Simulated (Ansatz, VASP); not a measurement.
# BaTiO3: VASP beside Ansatz, part 2 of 2

Wanted: the spread between two codes on one cell, functional and k mesh.

VASP 6.6.1 and Ansatz 0.2.0.

So far: The starting structure; Ansatz: relaxation of cell and atoms, PBEsol.

The database entry behind the starting cell differs from later determinations by our own check (c/a about 0.6 % short), so it need not match the best structure at ambient conditions.

### Step 3. VASP: relaxation of cell and atoms, PBEsol

Level of this step: PBEsol, no spin polarisation; plane waves and PAW (Ba_sv, Ti_sv, O) (VASP).

The same cell, functional, mesh and smearing now go to VASP, with its own data sets and cutoff.

Lines of VASP's logs that name or quote its potential files are left out, and so is its time.

Contents of INCAR:

```
SYSTEM = BaTiO3
PREC = Accurate
ENCUT = 560
EDIFF = 1E-06
NELM = 100
ISMEAR = -1
SIGMA = 0.05
LREAL = .FALSE.
ALGO = Normal
GGA = PS
NBANDS = 26
LASPH = .TRUE.
LORBIT = 11
LWAVE = .FALSE.
LCHARG = .FALSE.
KPAR = 4
IBRION = 2
NSW = 60
ISIF = 3
EDIFFG = -0.01
```

Contents of POSCAR:

```
BaTiO3
1.0
    3.9998000000      0.0000000000      0.0000000000
    0.0000000000      3.9998000000      0.0000000000
    0.0000000000      0.0000000000      4.0180000000
Ba Ti O
1 1 3
Direct
    0.0000000000      0.0000000000      0.0000000000
    0.5000000000      0.5000000000      0.4900000000
    0.5000000000      0.5000000000      0.0190000000
    0.5000000000      0.0000000000      0.5170000000
    0.0000000000      0.5000000000      0.5170000000
```

Contents of KPOINTS:

```
Automatic mesh
0
Gamma
6 6 6
0 0 0
```

The projector-augmented-wave data sets are Ba_sv, Ti_sv and O (PBE family, release 64).

The run is started by

```console
$ mpirun -np 4 vasp_std
```

Numbers of over 12 decimals in the logs are rounded to 6 here.

The log of the run:

```text
[banner, memory and clock lines left out]
running    4 mpi-ranks, on    1 nodes
 distrk:  each k-point on    1 cores,    4 groups
 distr:  one band on    1 cores,    1 groups

 POSCAR found type information on POSCAR BaTiO
 POSCAR found :  3 types and       5 ions
|                                                                             |
|               ----> ADVICE to this user running VASP <----                  |
|                                                                             |
|     You enforced a specific xc type in the INCAR file but a different       |
|     [... a line on the potential file left out ...]
|     I HOPE YOU KNOW WHAT YOU ARE DOING!                                     |
|                                                                             |

 LDA part: xc-table for (Slater+PW92), standard interpolation
 POSCAR, INCAR and KPOINTS ok, starting setup
 FFT: planning ... GRIDC
 FFT: planning ... GRID_SOFT
 FFT: planning ... GRID
 WAVECAR not read
 entering main loop
       N       E                     dE             d eps       ncg     rms          rms(c)
DAV:   1     0.458353578625E+03    0.45835E+03   -0.21866E+04  2080   0.175E+03
DAV:   2    -0.565848036653E+01   -0.46401E+03   -0.44840E+03  2526   0.468E+02
DAV:   3    -0.500713614953E+02   -0.44413E+02   -0.44098E+02  2878   0.141E+02
DAV:   4    -0.521725214670E+02   -0.21012E+01   -0.20979E+01  3064   0.269E+01
DAV:   5    -0.522414755056E+02   -0.68954E-01   -0.68936E-01  2874   0.362E+00    0.227E+01
DAV:   6    -0.422288016620E+02    0.10013E+02   -0.60622E+01  3026   0.704E+01    0.988E+00
DAV:   7    -0.421604579015E+02    0.68344E-01   -0.10262E+01  2724   0.230E+01    0.658E+00
DAV:   8    -0.419833253238E+02    0.17713E+00   -0.10739E+00  2666   0.957E+00    0.261E+00
DAV:   9    -0.420037522730E+02   -0.20427E-01   -0.23164E-01  2762   0.307E+00    0.112E+00
DAV:  10    -0.419924677588E+02    0.11285E-01   -0.93375E-02  2704   0.270E+00    0.499E-01
DAV:  11    -0.419897258395E+02    0.27419E-02   -0.14760E-02  3112   0.964E-01    0.906E-02
DAV:  12    -0.419895968231E+02    0.12902E-03   -0.96163E-04  2366   0.302E-01    0.379E-02
DAV:  13    -0.419895973854E+02   -0.56232E-06   -0.32131E-04  2998   0.169E-01    0.401E-02
DAV:  14    -0.419895727879E+02    0.24597E-04   -0.95399E-05  2374   0.650E-02    0.114E-02
DAV:  15    -0.419895710942E+02    0.16938E-05   -0.16815E-05  2868   0.282E-02    0.317E-03
DAV:  16    -0.419895713047E+02   -0.21048E-06   -0.18530E-06  1656   0.139E-02
   1 F= -.41989571E+02 E0= -.41989571E+02  d E =-.419896E+02
[... from here on, the cycles between the ionic steps are left out ...]
   2 F= -.41993039E+02 E0= -.41993039E+02  d E =-.346735E-02
   3 F= -.41997723E+02 E0= -.41997723E+02  d E =-.815163E-02
   4 F= -.42000483E+02 E0= -.42000483E+02  d E =-.276050E-02
   5 F= -.42001893E+02 E0= -.42001893E+02  d E =-.416968E-02
   6 F= -.42002044E+02 E0= -.42002044E+02  d E =-.432112E-02
   7 F= -.42003025E+02 E0= -.42003025E+02  d E =-.980602E-03
   8 F= -.42003501E+02 E0= -.42003501E+02  d E =-.145736E-02
   9 F= -.42003922E+02 E0= -.42003922E+02  d E =-.420465E-03
  10 F= -.42003923E+02 E0= -.42003923E+02  d E =-.421557E-03
  11 F= -.42004156E+02 E0= -.42004156E+02  d E =-.233124E-03
  12 F= -.42004237E+02 E0= -.42004237E+02  d E =-.314216E-03
 curvature:  -1.42 expect dE=-0.119E-03 dE for cont linesearch -0.927E-07
 trial: gam= 0.26245 g(F)=  0.447E-04 g(S)=  0.396E-04 ort =-0.626E-05 (trialstep = 0.101E+01)
 search vector abs. value=  0.122E-03
 bond charge predicted
       N       E                     dE             d eps       ncg     rms          rms(c)
DAV:   1    -0.420043318257E+02   -0.94381E-04   -0.24052E-02  2080   0.121E+00    0.753E-02
DAV:   2    -0.420043093485E+02    0.22477E-04   -0.95241E-04  2554   0.253E-01    0.421E-02
DAV:   3    -0.420042902184E+02    0.19130E-04   -0.11416E-04  2724   0.738E-02    0.195E-02
DAV:   4    -0.420042842551E+02    0.59632E-05   -0.29515E-05  3170   0.496E-02    0.114E-02
DAV:   5    -0.420042838134E+02    0.44173E-06   -0.39399E-06  2462   0.167E-02
  13 F= -.42004284E+02 E0= -.42004284E+02  d E =-.466313E-04
 trial-energy change:   -0.000047  1 .order   -0.000050   -0.000084   -0.000016
 step:   1.2568(harm=  1.2568)  dis= 0.00210  next Energy=   -42.004289 (dE=-0.520E-04)
 reached required accuracy - stopping structural energy minimisation
```

From OUTCAR (step 3):

```text
ion  position               nearest neighbor table
   1  0.000  0.000  0.000-   4 2.79   5 2.79   5 2.79   4 2.79   3 2.83   3 2.83   3 2.83   3 2.83
                             4 2.88   5 2.88   5 2.88   4 2.88   2 3.45   2 3.45   2 3.45   2 3.45
   2  0.500  0.500  0.490-   3 1.89   4 2.00   5 2.00   4 2.00   5 2.00   3 2.13   1 3.45   1 3.45
                             1 3.45   1 3.45   1 3.49   1 3.49   1 3.49   1 3.49
   3  0.500  0.500  0.019-   2 1.89   2 2.13   1 2.83   1 2.83   1 2.83   1 2.83
   4  0.500  0.000  0.517-   2 2.00   2 2.00   1 2.79   1 2.79   1 2.88   1 2.88
   5  0.000  0.500  0.517-   2 2.00   2 2.00   1 2.79   1 2.79   1 2.88   1 2.88

  LATTYP: Found a simple tetragonal cell.
 ALAT       =     3.9998000000
 C/A-ratio  =     1.0045502275

 Subroutine GETGRP returns: Found  8 space group operations
 (whereof  8 operations were pure point group operations)

The static configuration has the point symmetry C_4v.

 Found     40 irreducible k-points:

   k-points           NKPTS =     40   k-points in BZ     NKDIM =     40   number of bands    NBANDS=     26

   dimension x,y,z NGX =    32 NGY =   32 NGZ =   32
   dimension x,y,z NGXF=    64 NGYF=   64 NGZF=   64

   ENCUT  =  560.0 eV  41.16 Ry    6.42 a.u.   7.72  7.72  7.75*2*pi/ulx,y,z

   NELECT =      40.0000    total number of electrons

 k-points in reciprocal lattice and weights: Automatic mesh
   0.00000000  0.00000000  0.00000000       0.005
   0.16666667  0.00000000  0.00000000       0.019
   0.33333333  0.00000000  0.00000000       0.019
   0.50000000  0.00000000  0.00000000       0.009
   0.16666667  0.16666667  0.00000000       0.019
   0.33333333  0.16666667  0.00000000       0.037
   0.50000000  0.16666667  0.00000000       0.019
   0.33333333  0.33333333  0.00000000       0.019
   0.50000000  0.33333333  0.00000000       0.019
[...]
0.50000000  0.33333333  0.50000000       0.019
   0.50000000  0.50000000  0.50000000       0.005

 average (electrostatic) potential at core
       1 -32.7750       2 -76.5723       3 -69.8293       4 -69.6347       5 -69.6347

 E-fermi :   4.7023

 k-point     1 :       0.0000    0.0000    0.0000
  band No.  band energies     occupation
    ...
     16       2.3419      2.00000
     17       2.5468      2.00000
     18       3.2661      2.00000
     19       3.3824      2.00000
     20       3.3824      2.00000
     21       5.5777      0.00000
     22       5.9803      0.00000
     23       5.9803      0.00000
     24       7.9585      0.00000
     25       8.0685      0.00000
    ...

 k-point     2 :       0.1667    0.0000    0.0000
  band No.  band energies     occupation
    ...
     16       2.1198      2.00000
     17       2.3855      2.00000
     18       2.8287      2.00000
     19       3.1129      2.00000
     20       3.2429      2.00000
     21       5.9829      0.00000
     22       6.1423      0.00000
     23       6.2302      0.00000
     24       8.0397      0.00000
     25       8.6511      0.00000
    ...

 k-point     3 :       0.3333    0.0000    0.0000
  band No.  band energies     occupation
    ...
     16       1.8894      2.00000
     17       1.9779      2.00000
     18       2.2200      2.00000
     19       2.7367      2.00000
     20       2.9021      2.00000
     21       6.0649      0.00000
     22       6.9897      0.00000
     23       7.0035      0.00000
     24       8.0262      0.00000
     25       9.4499      0.00000
    ...

  Total        0.0164079      0.0164079     -0.0054166      0.0000000      0.0000000      0.0000000
  in kB        0.4105206      0.4105206     -0.1355227      0.0000000      0.0000000      0.0000000
  external PRESSURE =       0.2285062 kB  Pullay stress =       0.0000000 kB

  energy-cutoff  :      560.00
  volume of cell :       64.04
      direct lattice vectors                 reciprocal lattice vectors
     3.967212687  0.000000000  0.000000000     0.252066143  0.000000000  0.000000000
     0.000000000  3.967212687  0.000000000     0.000000000  0.252066143 -0.000000000
     0.000000000  0.000000000  4.068706308     0.000000000 -0.000000000  0.245778369

 POSITION                                       TOTAL-FORCE (eV/Angst)
 -----------------------------------------------------------------------------------
      3.96721      0.00000      4.06189         0.000000      0.000000      0.000947
      1.98361      1.98361      1.96015        -0.000000     -0.000000     -0.005017
      1.98361      1.98361      0.11924         0.000000      0.000000      0.003483
      1.98361      0.00000      2.10272         0.000000      0.000000      0.000293
      3.96721      1.98361      2.10272         0.000000      0.000000      0.000293
 -----------------------------------------------------------------------------------
    total drift:                                0.000000     -0.000000      0.000185

  FREE ENERGIE OF THE ION-ELECTRON SYSTEM (eV)
  ---------------------------------------------------
  free  energy   TOTEN  =       -42.0042838134 eV

  energy  without entropy=      -42.0042838123  energy(sigma->0) =      -42.00428381

 reached required accuracy - stopping structural energy minimisation

 total charge
# of ion       s       p       d       tot
------------------------------------------
    1        2.003   5.634   0.339   7.976
    2        2.223   6.283   1.772  10.278
    3        1.561   3.450   0.000   5.011
    4        1.556   3.453   0.000   5.010
    5        1.556   3.453   0.000   5.010
--------------------------------------------------
tot          8.900  22.274   2.111  33.285

[... 3 further parts left out ...]
```

CONTCAR:

```
BaTiO3
   1.00000000000000
     3.9672126868775539    0.0000000000000000    0.0000000000000000
     0.0000000000000000    3.9672126868775539    0.0000000000000000
     0.0000000000000000    0.0000000000000000    4.0687063080540655
  Ba              Ti              O
     1     1     3
Direct
     1.0000000000000000    0.0000000000000000    0.9983247299925149
     0.5000000000000000    0.5000000000000000    0.4817617393540236
     0.5000000000000000    0.5000000000000000    0.0293071959222133
     0.5000000000000000    0.0000000000000000    0.5168031673656274
     1.0000000000000000    0.5000000000000000    0.5168031673656274
```

This run has no spin polarisation, so a moment on Ti, if there is one, isn't seen. The run keeps the 8 symmetry operations of its start, so it cannot find a distortion of lower symmetry.

### Step 4. Side by side

Known differences besides the potentials themselves: both relaxations stop at a tolerance, which leaves soft axes loose, and VASP keeps its plane-wave basis; the cutoff is 420 eV in Ansatz and 560 eV in VASP; Ansatz makes its cores anew for this functional, VASP keeps those of its PBE data sets; Ansatz adds a Pulay correction to the stress that steers its cell, VASP none. Total energies have different zeros and are not compared.

Both answers:

```csv
quantity,Ansatz,VASP,difference
volume (Å³),63.27,64.04,-1.20 %
"edge a after relaxation, in the typed setting (Å)",3.955,3.967,-0.29 %
"edge c after relaxation, in the typed setting (Å)",4.044,4.069,-0.61 %
```

The walks stopped with 0.01 GPa left in Ansatz and 0.02 GPa in VASP; each walk ends within a tolerance, so the volume difference is uncertain by about these residues over the bulk modulus, most in soft cells.

### Step 5. Ansatz: relaxation of cell and atoms, r2SCAN

The relaxed volume is the usual yardstick between codes: its relative difference is about their pressure difference at one cell divided by the bulk modulus.

Contents of input.yaml:

```yaml
crystal:
  lattice:
    - [3.9998, 0.0, 0.0]
    - [0.0, 3.9998, 0.0]
    - [0.0, 0.0, 4.018]
  atoms:
    - { symbol: Ba, position: [0.0, 0.0, 0.0] }
    - { symbol: Ti, position: [0.5, 0.5, 0.49] }
    - { symbol: O, position: [0.5, 0.5, 0.019] }
    - { symbol: O, position: [0.5, 0.0, 0.517] }
    - { symbol: O, position: [0.0, 0.5, 0.517] }
hamiltonian:
  xc: r2scan
  pseudopotentials: { kind: paw }
kpoints:
  mp_grid: { grid: [6, 6, 6] }
scf:
  occupations: { method: fermi_dirac, width: 0.05 }
relax:
  f_tol: 0.01
  max_steps: 60
  cell: { stress_tol: 0.05 }
output:
  forces: true
  stress: true
  write_density: true
  write_potential: true
  elf: true
  volumetric_format: npy
```

The run is started by

```console
$ ansatz run input.yaml --threads 4 --pin off --max-ram 9216MiB --backend cpu --events-out ev --progress --plain --runs-dir out
```

The log of the run:

```text
[...]
Crystal: 5 atoms, lattice volume = 64.282 Å³
Basis set: ecut = 500 eV, 1647 PW (Γ), exchange–correlation on 120×120×120 points (64 copies of the dense FFT grid, shifted against one another)
Bands: 25, of which v1, the nominal top of the filled ones, is band 20 counted from 1 (19 counted from 0)
Symmetry: 8 space group operations
[...]
cell:  # Å, volume = 64.8961 Å³
    - [3.972181, 0, 1.60779039074963e-17]
    - [0, 3.972181, 0]
    - [1.6151062028181434e-17, 0, 4.113020]
  atoms:
    - { symbol: Ba, position: [-8.649022191263741e-19, 0, -0.00443146] }
    - { symbol: Ti, position: [0.500000, 0.500000, 0.477464] }
    - { symbol: O, position: [0.500000, 0.500000, 0.034620] }
    - { symbol: O, position: [0.500000, 0, 0.517674] }
    - { symbol: O, position: [1.315020196881461e-19, 0.500000, 0.517674] }
[key lines of the parts left out:]
SCF converged after 6 iterations
Free energy (F): -10183.827399 eV
Fermi energy:    11.116321 eV
P = ⅓ Tr σ = -0.0036 GPa (-0.036 kbar)
```

Wall time 36 s (4 threads of Arm Neoverse V1, shared host); peak memory 0.52 GiB.

### Step 6. VASP: relaxation of cell and atoms, r2SCAN

The same cell, functional, mesh and smearing now go to VASP, with its own data sets and cutoff.

Edit INCAR of step 3 so:

```diff
@@ -9,5 +9,5 @@
 ALGO = Normal
-GGA = PS
+METAGGA = R2SCAN
+LASPH = .TRUE.
 NBANDS = 26
-LASPH = .TRUE.
 LORBIT = 11
```

POSCAR is that of step 3.

KPOINTS is that of step 3.

The run is started by

```console
$ mpirun -np 4 vasp_std
```

The log of the run:

```text
[banner, memory and clock lines left out]
running    4 mpi-ranks, on    1 nodes
[...]
[... a notice as in an earlier step ...]

 LDA part: xc-table for (None), standard interpolation
 POSCAR, INCAR and KPOINTS ok, starting setup
[...]
entering main loop
       N       E                     dE             d eps       ncg     rms          rms(c)
DAV:   1     0.433380647714E+03    0.43338E+03   -0.22403E+04  2080   0.180E+03
DAV:   2    -0.479316482626E+02   -0.48131E+03   -0.46500E+03  2516   0.484E+02
DAV:   3    -0.948952893259E+02   -0.46964E+02   -0.46651E+02  3000   0.146E+02
DAV:   4    -0.971193357784E+02   -0.22240E+01   -0.22201E+01  3072   0.274E+01
[...]
DAV:  14    -0.742474768632E+02    0.34633E-04   -0.19097E-04  2512   0.824E-02    0.167E-02
DAV:  15    -0.742474725325E+02    0.43307E-05   -0.21450E-05  2936   0.473E-02    0.402E-03
DAV:  16    -0.742474727586E+02   -0.22607E-06   -0.10682E-06  1662   0.830E-03
   1 F= -.74247473E+02 E0= -.74247473E+02  d E =-.742475E+02
[... from here on, the cycles between the ionic steps are left out ...]
   2 F= -.74255072E+02 E0= -.74255072E+02  d E =-.759944E-02
   3 F= -.74255117E+02 E0= -.74255117E+02  d E =-.764380E-02
   4 F= -.74260582E+02 E0= -.74260582E+02  d E =-.546579E-02
   5 F= -.74260756E+02 E0= -.74260756E+02  d E =-.563905E-02
   6 F= -.74262880E+02 E0= -.74262880E+02  d E =-.212425E-02
   7 F= -.74264434E+02 E0= -.74264434E+02  d E =-.367827E-02
   8 F= -.74263645E+02 E0= -.74263645E+02  d E =-.288979E-02
   9 F= -.74264766E+02 E0= -.74264766E+02  d E =-.401000E-02
  10 F= -.74265754E+02 E0= -.74265754E+02  d E =-.988883E-03
  11 F= -.74265876E+02 E0= -.74265876E+02  d E =-.111042E-02
  12 F= -.74266182E+02 E0= -.74266182E+02  d E =-.306226E-03
 trial-energy change:   -0.000306  1 .order   -0.000293   -0.000738    0.000151
 step:   1.2676(harm=  1.2504)  dis= 0.00178  next Energy=   -74.266194 (dE=-0.318E-03)
 reached required accuracy - stopping structural energy minimisation
```

From OUTCAR (step 6):

```text
  Total        0.0481532      0.0481532      0.0139204      0.0000000     -0.0000000      0.0000000
  in kB        1.1787262      1.1787262      0.3407518      0.0000000     -0.0000000      0.0000000
  external PRESSURE =       0.8994014 kB  Pullay stress =       0.0000000 kB

 POSITION                                       TOTAL-FORCE (eV/Angst)
 -----------------------------------------------------------------------------------
      0.00000     -0.00000      4.10669         0.000000     -0.000000      0.004746
      1.99304      1.99304      1.97282         0.000000      0.000000     -0.002110
      1.99304      1.99304      0.13757         0.000000     -0.000000      0.006378
      1.99304     -0.00000      2.12924         0.000000      0.000000     -0.004508
      0.00000      1.99304      2.12924        -0.000000      0.000000     -0.004508
 -----------------------------------------------------------------------------------
    total drift:                                0.000000     -0.000000     -0.003808

  FREE ENERGIE OF THE ION-ELECTRON SYSTEM (eV)
  ---------------------------------------------------
  free  energy   TOTEN  =       -74.2661822570 eV

  energy  without entropy=      -74.2661822569  energy(sigma->0) =      -74.26618226

[... 2 parts as in an earlier step ...]

[... 2 further parts left out ...]
[key lines of the parts left out:]
E-fermi :   4.5065
```

### Step 7. Comparison

What differs besides the data sets and the points named for the pairs above, as far as they apply: VASP keeps PBE cores, Ansatz makes them for the functional; the cutoff is 500 eV in Ansatz and 560 eV in VASP. Total energies have different zeros and are not compared.

The two programs side by side:

```csv
quantity,Ansatz,VASP,difference
volume (Å³),64.90,65.45,-0.85 %
"edge a after relaxation, in the typed setting (Å)",3.972,3.986,-0.35 %
"edge c after relaxation, in the typed setting (Å)",4.113,4.119,-0.16 %
```

The walks stopped with 0.00 GPa left in Ansatz and 0.09 GPa in VASP; each walk ends within a tolerance, so the volume difference is uncertain by about these residues over the bulk modulus, most in soft cells.

### Step 8. Results

```
difference in volume (relaxation of cell and atoms, PBEsol) : -1.2 %
difference in volume (relaxation of cell and atoms, r2SCAN) : -0.85 %
```

**Reading.** The difference in volume is -1.2 % (relaxation of cell and atoms, PBEsol), at about the 1.2 % picked in this series as the mark of a large difference, as far as the stopping tolerances let one tell. Such differences can come from data sets, numerical settings and the points named under the comparisons, not from the functional's error against experiment.

[Lines on the potential files, build, host, timing and source positions are cut from VASP's logs without a mark.]

[Logs are printed without paths, hosts, clocks, repeated set-up lines and the standing remarks that a program may print on its own settings, such as how far it seeks lower states.]

[Hosts, paths, dates, database ids (printed as entryN), source tags and the programs' standing remarks are cut or masked in the printed files.]
